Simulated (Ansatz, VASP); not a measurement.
## One calculation of Zn, two programs

```
Zn
1.0
     2.65564    0.00000    0.00000
    -1.32782    2.29985    0.00000
     0.00000    0.00000    4.96246
Zn
2
Direct
  0.33333 0.66667 0.25000
  0.66667 0.33333 0.75000
```

Alike in both runs: task single point; functional PBE; k mesh 14 × 14 × 7; occupations gaussian, width 0.1 eV; no spin polarisation.

|  | VASP | Ansatz |
| --- | --- | --- |
| version | VASP 6.6.1 | Ansatz 0.2.0 |
| potentials or method | VASP PAW PBE potentials, release 64 (Zn) | plane waves (420 eV) with PAW, scalar-relativistic |
| plane-wave cutoff (eV) | 520 | 420 |
| valence electrons in the cell | 24 | 24 |

```csv
,VASP,Ansatz,Ansatz less VASP
pressure (GPa),0.4,0.1,-0.35
largest component of the traceless stress (GPa),1.16,0.99,-0.169
```

With one functional, cell and mesh, what is left measures potentials, basis and numerics.
